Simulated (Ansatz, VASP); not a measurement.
**CuO: VASP beside Ansatz**

The input INCAR:

```
SYSTEM = CuO
  PREC = Accurate
  ENCUT = 520
  EDIFF = 1E-7
  ISMEAR = -1
  SIGMA = 0.05
  LREAL = .False.
  LASPH = .True.
  NELM = 150
  ALGO = Normal
  ISIF = 2
  LWAVE = .False.
  LCHARG = .False.
  LMAXMIX = 4
  LDAU = .True.
  LDAUTYPE = 2
  LDAUL = 2 -1
  LDAUU = 4 0
  LDAUJ = 0 0
  LDAUPRINT = 1
  GGA = CA
  NBANDS = 25
```

File KPOINTS:

```
Automatic mesh
0
Gamma
  10 10 6
  0 0 0
```

Contents of POSCAR:

```
CuO
1.0
    3.1795331000      0.0000000000      0.0000000000
   -1.5897665500      2.7535564400      0.0000000000
    0.0000000000      0.0000000000      4.4314907300
Cu O
2 2
Direct
    0.0000000000      0.0000000000      0.0000000000
    0.0000000000      0.0000000000      0.5000000000
    0.3333333333      0.6666666667      0.2500000000
    0.6666666667      0.3333333333      0.7500000000
```

The input input.yaml:

```yaml
crystal:
  lattice:
    - [3.1795331, 0.0, 0.0]
    - [-1.58976655, 2.75355644, 0.0]
    - [0.0, 0.0, 4.43149073]
  atoms:
    - { symbol: Cu, position: [0.0, 0.0, 0.0] }
    - { symbol: Cu, position: [0.0, 0.0, 0.5] }
    - { symbol: O, position: [0.3333333333, 0.6666666667, 0.25] }
    - { symbol: O, position: [0.6666666667, 0.3333333333, 0.75] }
hamiltonian:
  xc: lda
  pseudopotentials: { kind: paw }
  hubbard: { sites: [{ species: Cu, l: d, u_eff: 4.0 }] }
kpoints:
  mp_grid: { grid: [10, 10, 6] }
scf:
  occupations: { method: fermi_dirac, width: 0.05 }
  n_extra_bands: 10
output:
  forces: true
  stress: true
  eigenvalues: true
  dos: { projected: true, de: 0.05, nscf_kmesh: { grid: [15, 15, 9] } }
  write_density: true
  write_potential: true
  elf: true
  volumetric_format: npy
```

Measurements of this composition are mostly on another form, of space group No. 15.

Alike in both runs: functional LDA; k mesh 10 × 10 × 6; occupations fermi-dirac, width 0.05 eV; no spin polarisation; Hubbard terms Cu d U = 4.0 eV.

|  | VASP | Ansatz |
| --- | --- | --- |
| version | VASP 6.6.1 | Ansatz 0.2.0 |
| potentials or method | VASP PAW LDA potentials, release 64 (Cu, O) | Ansatz PAW |
| plane-wave cutoff (eV) | 520 | 420 |
| valence electrons in the cell | 34 | 50 |
| task | single point | projected density of states |

```tsv
	VASP	Ansatz	Ansatz less VASP
gap on the k mesh at the Fermi level (eV)	none	none	-
pressure (GPa)	-13.6	-7.9	+5.65
largest component of the traceless stress (GPa)	27.16	27.29	+0.131
```

The programs project onto different local orbitals, so the same U acts differently. A gap of «none» marks a metal or a gap that the smearing closes. The two sets of potentials don't hold the same shells in valence.

Caveats: the run has no spin polarisation, though such a crystal can be magnetic; U without spin polarisation on a metal has little footing; the pressure holds a Pulay correction of +1.0 GPa for the finite cutoff (Ansatz); the PAW data sets come from PBE, with cores solved anew for the run's functional, which leaves a small shift of forces and pressure (Ansatz); the density of states is complete only up to the lowest level of the last band computed (Ansatz).
